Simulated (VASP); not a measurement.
# GaSb (F-43m) in VASP: notebook

Runs on GaSb. Level: PBEsol. Tasks: single point.

Everything below comes from runs of VASP 6.6.1. Logs are shortened: lines on timing, memory, paths and dates and some standing lists are left out, and cuts for length are marked.

**Measured values to compare with.**

A printed reference work, data compilation reports, for a bulk crystal of GaSb at 4.2 K: band gap 0.811 eV (direct).

The results are compared with them further down.

## (1) The cell of the first run

The structure is cubic, space group F-43m (No. 216). Conventional cell: a = 6.029 Å, b = 6.029 Å, c = 6.029 Å, α = 90.00°, β = 90.00°, γ = 90.00°. Ga (site symmetry -43m) has 4 Sb at 2.61 Å within 3.4 Å. Sb (site symmetry -43m) has 4 Ga at 2.61 Å within 3.4 Å.

## (2) Single point, PBEsol (volume scaled by 0.960)

INCAR

```
ALGO = Normal ; EDIFF = 1E-6
ENCUT = 520 ; GGA = PS
ISIF = 2 ; ISMEAR = 0
LASPH = True ; LCHARG = False
LREAL = False ; LWAVE = False
NBANDS = 16 ; NELM = 100
PREC = Accurate ; SIGMA = 0.05
```

KPOINTS

```
k-points
0
Gamma
  10 10 10
```

POSCAR

```
GaSb
1.0
    0.0000000000      3.0144665356      3.0144665356
    3.0144665356      0.0000000000      3.0144665356
    3.0144665356      3.0144665356      0.0000000000
Ga Sb
1 1
Direct
    0.0000000000      0.0000000000      0.0000000000
    0.7500000000      0.7500000000      0.7500000000
```

Potentials or basis: VASP PAW PBE potentials, release 64 (Ga_d, Sb).

Command:

```
$ cat potpaw_PBE.64/Ga_d/POTCAR potpaw_PBE.64/Sb/POTCAR > POTCAR
$ mpirun -np 1 vasp_std > vasp.out
```

OUTCAR:

```text
EDIFF = 1E-6
   ENCUT = 520
   GGA = PS
   ISIF = 2
   ISMEAR = 0
   LASPH = True
   LREAL = False
   NELM = 100
   PREC = Accurate

 ion  position               nearest neighbor table
   1  0.000  0.000  0.000-   2 2.61   2 2.61   2 2.61   2 2.61
   2  0.750  0.750  0.750-   1 2.61   1 2.61   1 2.61   1 2.61

  LATTYP: Found a face centered cubic cell.
 ALAT       =     6.0289330712

  Lattice vectors:

 A1 = (   0.0000000000,   3.0144665356,   3.0144665356)
 A2 = (   3.0144665356,   0.0000000000,   3.0144665356)
 A3 = (   3.0144665356,   3.0144665356,   0.0000000000)

Analysis of symmetry for initial positions (statically):
=====================================================================
 Subroutine PRICEL returns:
 Original cell was already a primitive cell.

 Routine SETGRP: Setting up the symmetry group for a
 face centered cubic supercell.

 Subroutine GETGRP returns: Found 24 space group operations
 (whereof 24 operations were pure point group operations)
 out of a pool of 48 trial point group operations.

The static configuration has the point symmetry T_d .

Analysis of symmetry for dynamics (positions and initial velocities):
=====================================================================
 Subroutine PRICEL returns:
 Original cell was already a primitive cell.

 Routine SETGRP: Setting up the symmetry group for a
 face centered cubic supercell.

 Subroutine GETGRP returns: Found 24 space group operations
 (whereof 24 operations were pure point group operations)
 out of a pool of 48 trial point group operations.

The dynamic configuration has the point symmetry T_d .

 Subroutine INISYM returns: Found 24 space group operations
 (whereof 24 operations are pure point group operations),
 and found     1 'primitive' translations

----------------------------------------------------------------------------------------

                                     Primitive cell

  volume of cell :      54.7850

  direct lattice vectors                    reciprocal lattice vectors
     0.000000000  3.014466536  3.014466536    -0.165866827  0.165866827  0.165866827
     3.014466536  0.000000000  3.014466536     0.165866827 -0.165866827  0.165866827
     3.014466536  3.014466536  0.000000000     0.165866827  0.165866827 -0.165866827

  length of vectors
     4.263099458  4.263099458  4.263099458     0.287289772  0.287289772  0.287289772

  position of ions in fractional coordinates (direct lattice)
     0.000000000  0.000000000  0.000000000
     0.750000000  0.750000000  0.750000000

  ion indices of the primitive-cell ions
   primitive index   ion index
                 1           1
                 2           2

----------------------------------------------------------------------------------------

 KPOINTS: k-points

Automatic generation of k-mesh.
 Grid dimensions read from file:
 generate k-points for:   10   10   10

 Generating k-lattice:

  Cartesian coordinates                     Fractional coordinates (reciprocal lattice)
    -0.016586683  0.016586683  0.016586683     0.100000000  0.000000000  0.000000000
     0.016586683 -0.016586683  0.016586683     0.000000000  0.100000000  0.000000000
     0.016586683  0.016586683 -0.016586683     0.000000000  0.000000000  0.100000000

  Length of vectors
     0.028728977  0.028728977  0.028728977

  Shift w.r.t. Gamma in fractional coordinates (k-lattice)
     0.000000000  0.000000000  0.000000000

 Subroutine IBZKPT returns following result:
 ===========================================

 Found     47 irreducible k-points:

 Following reciprocal coordinates:
            Coordinates               Weight
  0.000000  0.000000  0.000000      1.000000
  0.100000  0.000000  0.000000      8.000000
  0.200000  0.000000  0.000000      8.000000
  0.300000  0.000000  0.000000      8.000000
  0.400000  0.000000  0.000000      8.000000
  0.500000  0.000000  0.000000      4.000000
[... 16 lines left out ...]
  0.300000  0.300000  0.000000      6.000000
  0.400000  0.300000  0.000000     24.000000
 [... further k-points ...]
   k-points           NKPTS =     47   k-points in BZ     NKDIM =     47   number of bands    NBANDS=     16
   number of dos      NEDOS =    301   number of ions     NIONS =      2
   total plane-waves  NPLWV =  32768
   dimension x,y,z NGX =    32 NGY =   32 NGZ =   32
   dimension x,y,z NGXF=    64 NGYF=   64 NGZF=   64
   ions per type =               1   1
   NGX,Y,Z   is equivalent  to a cutoff of  12.48, 12.48, 12.48 a.u.
   NGXF,Y,Z  is equivalent  to a cutoff of  24.96, 24.96, 24.96 a.u.
 SYSTEM =  unknown system
   PREC   = accura    normal or accurate (medium, high low for compatibility)
   ISTART =      0    job   : 0-new  1-cont  2-samecut
   ICHARG =      2    charge: 1-file 2-atom 10-const
   ISPIN  =      1    spin polarized calculation?
   LNONCOLLINEAR =      F non collinear calculations
   LSORBIT =      F    spin-orbit coupling
[... 48 lines left out ...]

  energy without entropy =       -8.13637993  energy(sigma->0) =       -8.13637993

 E-fermi :   5.3489     XC(G=0):  -9.4593

 val. band max:        5.1904799399   @ k =   0.0000   0.0000   0.0000
 cond. band min:       5.4988302490   @ k =   0.0000   0.0000   0.0000
 fundamental gap:      0.3083503091
 Fermi energy:         5.3489153822

 k-point     1 :       0.0000    0.0000    0.0000
  band No.  band energies     occupation
      1      -9.9005      2.00000
      2      -9.9005      2.00000
      3      -9.9005      2.00000
      4      -9.8429      2.00000
      5      -9.8429      2.00000
      6      -6.6290      2.00000
[... 8 lines left out ...]
     15      13.8774      0.00000
     16      13.8774      0.00000

 k-point     2 :       0.1000    0.0000    0.0000
  band No.  band energies     occupation
      1      -9.9039      2.00000
      2      -9.8991      2.00000
      3      -9.8991      2.00000
      4      -9.8431      2.00000
      5      -9.8431      2.00000
      6      -6.5202      2.00000
[... 8 lines left out ...]
     15      13.1586      0.00000
     16      13.1586      0.00000

 k-point     3 :       0.2000    0.0000    0.0000
  band No.  band energies     occupation
      1      -9.9126      2.00000
      2      -9.8955      2.00000
      3      -9.8955      2.00000
      4      -9.8434      2.00000
      5      -9.8434      2.00000
      6      -6.2028      2.00000
[... 8 lines left out ...]
     15      12.7109      0.00000
     16      12.7109      0.00000

 k-point     4 :       0.3000    0.0000    0.0000
  band No.  band energies     occupation
      1      -9.9232      2.00000
      2      -9.8916      2.00000
      3      -9.8916      2.00000
      4      -9.8434      2.00000
      5      -9.8434      2.00000
      6      -5.7138      2.00000
[... 8 lines left out ...]
     15      13.0426      0.00000
     16      13.0426      0.00000

 k-point     5 :       0.4000    0.0000    0.0000
  band No.  band energies     occupation
      1      -9.9315      2.00000
      2      -9.8888      2.00000
      3      -9.8888      2.00000
      4      -9.8429      2.00000
      5      -9.8429      2.00000
      6      -5.1668      2.00000
[... 8 lines left out ...]
     15      14.0998      0.00000
     16      14.0998      0.00000

 k-point     6 :       0.5000    0.0000    0.0000
  band No.  band energies     occupation
      1      -9.9347      2.00000
      2      -9.8878      2.00000
      3      -9.8878      2.00000
      4      -9.8427      2.00000
      5      -9.8427      2.00000
      6      -4.8818      2.00000
[... 8 lines left out ...]
     15      15.1979      0.00000
     16      15.1979      0.00000
[... 267 lines left out ...]
 k-point    21 :      -0.3000    0.2000    0.0000
  band No.  band energies     occupation
      1      -9.9345      2.00000
      2      -9.8856      2.00000
      3      -9.8856      2.00000
      4      -9.8448      2.00000
      5      -9.8440      2.00000
      6      -5.0108      2.00000
[... 8 lines left out ...]
     15      13.7096      0.00000
     16      15.3076      0.00000

 k-point    22 :      -0.2000    0.2000    0.0000
  band No.  band energies     occupation
      1      -9.9271      2.00000
      2      -9.8899      2.00000
      3      -9.8880      2.00000
      4      -9.8453      2.00000
      5      -9.8430      2.00000
      6      -5.5411      2.00000
[... 8 lines left out ...]
     15      14.0683      0.00000
     16      14.6691      0.00000

 k-point    23 :       0.3000    0.3000    0.0000
  band No.  band energies     occupation
      1      -9.9376      2.00000
      2      -9.8815      2.00000
      3      -9.8815      2.00000
      4      -9.8520      2.00000
      5      -9.8399      2.00000
      6      -5.3754      2.00000
[... 8 lines left out ...]
     15      15.0524      0.00000
     16      15.2960      0.00000

 k-point    24 :       0.4000    0.3000    0.0000
  band No.  band energies     occupation
      1      -9.9438      2.00000
      2      -9.8786      2.00000
      3      -9.8779      2.00000
      4      -9.8533      2.00000
      5      -9.8396      2.00000
      6      -4.9168      2.00000
[... 8 lines left out ...]
     15      15.6620      0.00000
     16      15.7719      0.00000

 [... further k-points ...]
[... 5 lines left out ...]
  --------------------------------------------------------------------------------------
  -------------------------------------------------------------------------------------
  Total        0.8218109      0.8218109      0.8218109     -0.0000000      0.0000000      0.0000000
  in kB       24.0337255     24.0337255     24.0337255     -0.0000000      0.0000000      0.0000000
  external PRESSURE =      24.0337255 kB  Pullay stress =       0.0000000 kB

 VOLUME and BASIS-vectors are now :
 -----------------------------------------------------------------------------
  energy-cutoff  :      520.00
  volume of cell :       54.78
      direct lattice vectors                 reciprocal lattice vectors
     0.000000000  3.014466536  3.014466536    -0.165866827  0.165866827  0.165866827
     3.014466536  0.000000000  3.014466536     0.165866827 -0.165866827  0.165866827
     3.014466536  3.014466536  0.000000000     0.165866827  0.165866827 -0.165866827

 POSITION                                       TOTAL-FORCE (eV/Angst)
 -----------------------------------------------------------------------------------
      0.00000      0.00000      0.00000         0.000000      0.000000      0.000000
      4.52170      4.52170      4.52170        -0.000000     -0.000000      0.000000
 -----------------------------------------------------------------------------------
    total drift:                               -0.000001     -0.000001     -0.000001

  FREE ENERGIE OF THE ION-ELECTRON SYSTEM (eV)
  ---------------------------------------------------
  free  energy   TOTEN  =        -8.1363799370 eV

  energy  without entropy=       -8.1363799298  energy(sigma->0) =       -8.13637993
```

Run time: 11 s. Hardware: 1 thread of Intel Xeon 6975P-C (Granite Rapids), shared host; peak memory 0.2 GiB.

What came out:

```yaml
Free_energy: -8.1364 eV
Pressure: 2.4 GPa
Band_gap_on_the_k_mesh: 0.31 eV, direct
```

Caveat: the cell differs from its parent crystal (volume scaled by 0.960); the PAW data sets were made with another functional, which shifts forces and pressure a little; spin-orbit coupling is left out, which moves the levels of the heavy elements.

## (3) Single point, PBEsol (volume scaled by 0.980)

INCAR

```
PREC = Accurate ; ENCUT = 520
EDIFF = 1E-6 ; ISMEAR = 0
SIGMA = 0.05 ; LREAL = False
LASPH = True ; NELM = 100
ALGO = Normal ; ISIF = 2
LWAVE = False ; LCHARG = False
GGA = PS ; NBANDS = 16
```

KPOINTS

```
regular mesh
0
Gamma
  10 10 10
```

POSCAR

```
GaSb
1.0
    0.0000000000      3.0352566169      3.0352566169
    3.0352566169      0.0000000000      3.0352566169
    3.0352566169      3.0352566169      0.0000000000
Ga Sb
1 1
Direct
    0.0000000000      0.0000000000      0.0000000000
    0.7500000000      0.7500000000      0.7500000000
```

Potentials or basis: VASP PAW PBE potentials, release 64 (Ga_d, Sb).

Command:

```
$ cat potpaw_PBE.64/Ga_d/POTCAR potpaw_PBE.64/Sb/POTCAR > POTCAR
$ mpirun -np 1 vasp_std > vasp.out
```

Wall time 11 s (1 thread of Intel Xeon 6975P-C (Granite Rapids), shared host); peak memory 0.19 GiB.

It converged, with:

| Property | Result |
| --- | --- |
| Free energy | -8.1490 eV |
| Pressure | 1.2 GPa |
| Band gap on the k mesh | 0.16 eV, direct |

Levels at points of the mesh, in eV from the valence-band top:
| k point | band 6 | band 7 | band 8 | band 9 | band 10 | band 11 | band 12 | band 13 |
| --- | --- | --- | --- | --- | --- | --- | --- | --- |
| (0.00, 0.00, 0.00) | -11.67 | 0.00 | 0.00 | 0.00 | 0.16 | 2.75 | 2.75 | 2.75 |
| (0.50, 0.00, 0.00) | -9.98 | -6.51 | -1.20 | -1.20 | 0.40 | 3.72 | 3.72 | 6.30 |
| (0.50, 0.50, 0.00) | -9.11 | -6.94 | -2.67 | -2.67 | 0.81 | 1.11 | 8.82 | 8.82 |

Caveat: the cell differs from its parent crystal (volume scaled by 0.980); the PAW data sets were made with another functional, which shifts forces and pressure a little; spin-orbit coupling is left out, which moves the levels of the heavy elements. A k mesh can miss the band edges.

## (4) Single point, PBEsol

This run uses another cell than the first one, of 28.53 Å³/atom, 1.042 times its volume.

INCAR

```
SYSTEM = GaSb
PREC = Accurate
ENCUT = 520
EDIFF = 1E-7
ISMEAR = 0
SIGMA = 0.05
LREAL = .False.
LASPH = .True.
NELM = 100
ALGO = Normal
ISIF = 2
LWAVE = .False.
LCHARG = .False.
GGA = PS
NBANDS = 16
```

KPOINTS

```
Automatic mesh
0
Gamma
  10 10 10
  0 0 0
```

POSCAR

```
GaSb
1.0
    0.0000000000      3.0557657297      3.0557657297
    3.0557657297      0.0000000000      3.0557657297
    3.0557657297      3.0557657297      0.0000000000
Ga Sb
1 1
Direct
    0.0000000000      0.0000000000      0.0000000000
    0.7500000000      0.7500000000      0.7500000000
```

Command:

```
$ cat potpaw_PBE.64/Ga_d/POTCAR potpaw_PBE.64/Sb/POTCAR > POTCAR
$ mpirun -np 1 vasp_std > vasp.out
```

Wall time 12 s (1 thread of Intel Xeon 6975P-C (Granite Rapids), shared host); peak memory 0.19 GiB.

The run converged. Its results:

| Item | Value |
| --- | --- |
| Free energy | -8.1534 eV |
| Pressure | 0.1 GPa |

Levels at points of the mesh, in eV from the Fermi level:
```csv
k point,band 6,band 7,band 8,band 9,band 10,band 11,band 12,band 13
"(0.00, 0.00, 0.00)",-11.55,-0.03,-0.03,-0.03,-0.01,2.73,2.73,2.73
"(0.50, 0.00, 0.00)",-9.91,-6.44,-1.19,-1.19,0.33,3.69,3.69,6.29
"(0.50, 0.50, 0.00)",-9.08,-6.87,-2.63,-2.63,0.81,1.13,8.66,8.66
```

Caveat: the PAW data sets were made with another functional, which shifts forces and pressure a little; spin-orbit coupling is left out, which moves the levels of the heavy elements.

## (5) Single point, PBEsol

This run uses another cell than the first one, of 28.91 Å³/atom, 1.055 times its volume.

INCAR

```
SYSTEM = GaSb
  ALGO = Normal
  EDIFF = 1E-7
  ENCUT = 520
  GGA = PS
  ISIF = 2
  ISMEAR = 0
  LASPH = .True.
  LCHARG = .False.
  LREAL = .False.
  LWAVE = .False.
  NBANDS = 16
  NELM = 100
  PREC = Accurate
  SIGMA = 0.05
```

KPOINTS

```
k-points
0
Gamma
  10 10 10
  0 0 0
```

POSCAR

```
GaSb
1.0
    0.0000000000      3.0691628654      3.0691628654
    3.0691628654      0.0000000000      3.0691628654
    3.0691628654      3.0691628654      0.0000000000
Ga Sb
1 1
Direct
    0.0000000000      0.0000000000      0.0000000000
    0.7500000000      0.7500000000      0.7500000000
```

Command:

```
$ cat potpaw_PBE.64/Ga_d/POTCAR potpaw_PBE.64/Sb/POTCAR > POTCAR
$ mpirun -np 1 vasp_std > vasp.out
```

Run time: 14 s. Hardware: 1 thread of Intel Xeon 6975P-C (Granite Rapids), shared host; peak memory 0.19 GiB.

Results (log left out):

```
Free energy            : -8.1523 eV
Pressure               : -0.6 GPa
Band gap on the k mesh : zero (filled and empty bands touch)
```

Levels at points of the mesh, in eV from the Fermi level:
| k point | band 5 | band 6 | band 7 | band 8 | band 9 | band 10 | band 11 | band 12 | band 13 | band 14 |
| --- | --- | --- | --- | --- | --- | --- | --- | --- | --- | --- |
| (0.00, 0.00, 0.00) | -14.94 | -11.45 | -0.09 | -0.02 | -0.02 | -0.02 | 2.75 | 2.75 | 2.75 | 5.60 |
| (0.50, 0.00, 0.00) | -14.94 | -9.84 | -6.36 | -1.16 | -1.16 | 0.31 | 3.70 | 3.70 | 6.31 | 9.17 |
| (0.50, 0.50, 0.00) | -14.94 | -9.03 | -6.80 | -2.57 | -2.57 | 0.84 | 1.16 | 8.59 | 8.59 | 9.88 |

Caveat: the PAW data sets were made with another functional, which shifts forces and pressure a little; spin-orbit coupling is left out, which moves the levels of the heavy elements.

## (6) Single point, PBEsol

This run uses another cell than the first one, of 28.78 Å³/atom, 1.051 times its volume.

INCAR

```
ALGO     = Normal         # electronic algorithm
EDIFF    = 1E-6           # SCF threshold, eV
ENCUT    = 520            # plane-wave cutoff, eV
GGA      = PS             # functional
ISIF     = 2              # what is computed and relaxed
ISMEAR   = 0              # smearing method
LASPH    = True           # aspherical terms in the spheres
LCHARG   = False          # write CHGCAR
LREAL    = False          # projectors in reciprocal space
LWAVE    = False          # write WAVECAR
NBANDS   = 16             # bands
NELM     = 100            # most SCF steps
PREC     = Accurate       # precision mode
SIGMA    = 0.05           # smearing width, eV
```

KPOINTS

```
k-points
0
Gamma
  10 10 10
```

POSCAR

```
GaSb
1.0
    0.0000000000      3.0646783450      3.0646783450
    3.0646783450      0.0000000000      3.0646783450
    3.0646783450      3.0646783450      0.0000000000
Ga Sb
1 1
Direct
    0.0000000000      0.0000000000      0.0000000000
    0.7500000000      0.7500000000      0.7500000000
```

Potentials or basis: VASP PAW PBE potentials, release 64 (Ga_d, Sb).

Command:

```
$ cat potpaw_PBE.64/Ga_d/POTCAR potpaw_PBE.64/Sb/POTCAR > POTCAR
$ mpirun -np 1 vasp_std > vasp.out
```

It took 13 s on 1 thread of Intel Xeon 6975P-C (Granite Rapids), shared host; peak memory 0.19 GiB.

Results (log left out):

* Free energy: -8.1531 eV
* Pressure: -0.3 GPa
* Band gap on the k mesh: zero (filled and empty bands touch)

Levels at points of the mesh, in eV from the Fermi level:
| k point | band 6 | band 7 | band 8 | band 9 | band 10 | band 11 | band 12 | band 13 |
| --- | --- | --- | --- | --- | --- | --- | --- | --- |
| (0.00, 0.00, 0.00) | -11.48 | -0.06 | -0.02 | -0.02 | -0.02 | 2.74 | 2.74 | 2.74 |
| (0.50, 0.00, 0.00) | -9.86 | -6.38 | -1.17 | -1.17 | 0.32 | 3.70 | 3.70 | 6.31 |
| (0.50, 0.50, 0.00) | -9.04 | -6.82 | -2.58 | -2.58 | 0.83 | 1.15 | 8.61 | 8.61 |

Caveat: the PAW data sets were made with another functional, which shifts forces and pressure a little; spin-orbit coupling is left out, which moves the levels of the heavy elements.

## (7) Overview

```tsv
cell	gap on the mesh (eV)	pressure (GPa)
a = 4.263 Å, angles 60.0°, 2 atoms	0.31	2.4
a = 4.293 Å, angles 60.0°, 2 atoms	0.16	1.2
a = 4.322 Å, angles 60.0°, 2 atoms	-	0.1
a = 4.340 Å, angles 60.0°, 2 atoms	none	-0.6
a = 4.334 Å, angles 60.0°, 2 atoms	none	-0.3
```

Alike in all rows: task single point; level PBEsol; potentials or basis VASP PAW PBE potentials, release 64 (Ga_d, Sb); no spin polarisation; k mesh 10 × 10 × 10; cutoff (eV) 520; smearing gaussian 0.05 eV.

Caveats: the PAW data sets were made with another functional, which shifts forces and pressure a little; spin-orbit coupling is left out, which moves the levels of the heavy elements.

Total energies depend on the potentials used, so only differences within one code and one set of settings carry meaning.

## (8) Against experiment

Step 5. Against the measured gap of GaSb, 0.811 eV (direct; 4.2 K; a printed reference work, data compilation), the calculated 0.00 eV is off by -0.81 eV. Spin-orbit coupling on Ga, Sb is left out. The value is that of PBEsol on a finite k mesh, which can miss the band edges, without temperature or zero-point motion. Semilocal functionals fall short of measured gaps as a rule.

Step 6. Against the measured gap of GaSb, 0.811 eV (direct; 4.2 K; a printed reference work, data compilation), the calculated 0.00 eV is off by -0.81 eV. Spin-orbit coupling on Ga, Sb is left out. The value is that of PBEsol on a finite k mesh, which can miss the band edges, without temperature or zero-point motion. Semilocal functionals fall short of measured gaps as a rule.
